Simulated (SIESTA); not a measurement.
Runs of SIESTA 5.4.2 on Sn. It takes space group Immm (No. 71, orthorhombic). Conventional cell: a = 3.453 Å, b = 3.551 Å, c = 4.677 Å, α = 90.00°, β = 90.00°, γ = 90.00°. Sn (site symmetry mmm) is surrounded by 12 Sn at 3.41 to 3.55 Å. This isn't the form of Sn at room conditions, which is tetragonal (white tin).

```tsv
potentials or basis	gap on the mesh (eV)	pressure (GPa)
PseudoDojo 0.4 standard (PBE files), TZDP (energy shift 0.003 Ry; two zetas on semicore shells)	none	-0.8
PseudoDojo 0.4 standard (PBE files), DZP (energy shift 0.003 Ry; two zetas on semicore shells)	none	-0.1
PseudoDojo 0.4 standard (PBE files), SZP (energy shift 0.003 Ry)	none	0.7
PseudoDojo 0.4 standard (PBE files), DZ (energy shift 0.003 Ry; two zetas on semicore shells)	none	(a)
PseudoDojo 0.4 standard (PBE files), DZDP (energy shift 0.003 Ry; two zetas on semicore shells)	none	-0.7
PseudoDojo 0.4 standard (PBE files), TZP (energy shift 0.003 Ry; two zetas on semicore shells)	none	(b)
PseudoDojo 0.4 standard (PBE files), SZ (energy shift 0.003 Ry)	none	4.7
```

Alike in all rows: task band structure; level PBE; no spin polarisation; cell as given; k mesh 11 × 11 × 11; smearing fermi-dirac 0.05 eV; grid cutoff 500 Ry; energy shift 0.003 Ry.

Problem. Estimate the missing entries.

Solution. (a) 0.8; (b) -0.6.

Caveats: spin-orbit coupling is left out, which moves the levels of the heavy elements; the basis of atomic orbitals isn't converged, which shifts pressures, moduli and gaps; the basis has no polarisation orbitals (some runs).

A k mesh can miss the band edges, and the runs leave out spin-orbit coupling on Sn.

A gap of «none» marks a metal or a gap under the smearing width.
